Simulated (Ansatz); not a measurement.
**Calculated Ga-69 NMR of the central transition for GaS under strain**

Cell: a COD entry, relaxed with PBE at fixed cell and then changed (z stretched by 1 %, ions relaxed).

```
Ga S
1.0
     3.58500    0.00000    0.00000
    -1.79250    3.10470    0.00000
     0.00000    0.00000   15.65500
Ga S
4 4
Direct
  0.33333 0.66667 0.17170
  0.66667 0.33333 0.67170
  0.33333 0.66667 0.32830
  0.66667 0.33333 0.82830
  0.33333 0.66667 0.60193
  0.66667 0.33333 0.10193
  0.33333 0.66667 0.89807
  0.66667 0.33333 0.39807
```

Atom numbers follow the list; atoms alike are taken as one site, whose name carries the number of the first.

All values are calculated (Ansatz; DFT, PBE, plane waves and PAW, scalar-relativistic, 420 eV cutoff, Γ-centred 14×14×3 k-points, Fermi–Dirac smearing 0.02 eV), not measured.

Ga-69 has I = 3/2 and Q = 171.0 mb (Pyykkö 2018); at 9.4 T its Larmor frequency is ν₀ = 96.3 MHz. Only the quadrupole interaction is simulated: positions count from each site's isotropic chemical shift, and shift anisotropy, dipolar and J coupling are left out.

(1) What does the Ga-69 spectrum (static powder) show for each site?

Answers

(1) 

```
site                         first shell  C_Q (MHz)     η  P_Q (MHz)  δ_QIS (ppm)  breadth (kHz)
  Ga  3 S at 2.34 Å; also 1 Ga at 2.45 Å      -32.2  0.00       32.2        -2786           1398
```

δ_QIS = −(ν_Q²/30ν₀²)[I(I+1) − 3/4](1 + η²/3) × 10⁶ ppm with ν_Q = 3|C_Q|/[2I(2I−1)]; it falls as 1/B₀² in ppm, and the breadth as 1/B₀ in kHz.

An axis of threefold or higher order runs through Ga, so V_zz lies along it and η is zero.

With ν_Q/ν₀ up to 0.17, terms beyond second order are no longer negligible.
